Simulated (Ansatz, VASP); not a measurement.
Ge: VASP beside Ansatz

```
Ge
1.0
     0.00000    2.98104    2.98104
     2.98104    0.00000    2.98104
     2.98104    2.98104    0.00000
Ge
2
Direct
  0.50000 0.50000 0.50000
  0.75000 0.75000 0.75000
```

Alike in both runs: task single point; functional revPBE; k mesh 9 × 9 × 9; occupations fermi-dirac, width 0.05 eV; no spin polarisation.

```csv
,VASP,Ansatz
version,VASP 6.6.1,Ansatz 0.2.0
potentials or method,"VASP PAW PBE potentials, release 64 (Ge_d)","plane waves (420 eV) with PAW, scalar-relativistic"
plane-wave cutoff (eV),520,420
valence electrons in the cell,28,28
```

|  | VASP | Ansatz | Ansatz less VASP |
| --- | --- | --- | --- |
| pressure (GPa) | -3.7 | -3.7 | +0.06 |

With one functional, cell and mesh, what is left measures potentials, basis and numerics.

Caveats: the PAW data sets were made with another functional, which shifts forces and pressure a little (VASP).
